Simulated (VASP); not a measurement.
Wanted: the native input for a VASP 6.6.1 run.

| Item | Value |
| --- | --- |
| Task | single point |
| Functional | LDA |
| Potentials or basis | VASP PAW LDA potentials, release 64 (Cs_sv) |
| Cutoff | 520 eV |
| k mesh | 8 × 8 × 8 |
| Occupations | fermi-dirac, width 0.08 eV |
| Spin | no spin polarisation |
| Dipole correction | no |
| Further INCAR settings | ALGO = Normal; EDIFF = 1e-06; NBANDS = 10 |

The structure of Cs lies in POSCAR:

```
Cs
1.0
    0.0000000000      3.9782856185      3.8891107039
    3.9782856185      0.0000000000      3.8891107039
    3.9782856185      3.9782856185      0.0000000000
Cs
1
Direct
    0.0000000000      0.0000000000      0.0000000000
```

This isn't the form of Cs at room conditions, which is bcc.

The cell isn't the ideal one: z stretched by -1.5 % at fixed volume.

One way to write it, as run:

INCAR

```
PREC = Accurate
ENCUT = 520
EDIFF = 1E-6
ISMEAR = -1
SIGMA = 0.08
LREAL = F
LASPH = T
NELM = 60
ALGO = Normal
ISIF = 2
LWAVE = F
LCHARG = T
GGA = CA
LELF = T
LVHAR = T
NBANDS = 10
```

KPOINTS

```
Automatic mesh
0
Gamma
  8 8 8
```

Potentials or basis: VASP PAW LDA potentials, release 64 (Cs_sv).

Run with:

```console
$ cat potpaw_LDA.64/Cs_sv/POTCAR > POTCAR
$ mpirun -np 1 vasp_std > vasp.out
```

It gave:

```
Pressure               : -0.4 GPa
Band gap on the k mesh : none (metal or under the smearing width)
```

Wall time 20 s on 1 thread of Intel(R) Xeon(R) 6975P-C (Granite Rapids) (shared host), peak memory 0.23 GiB.
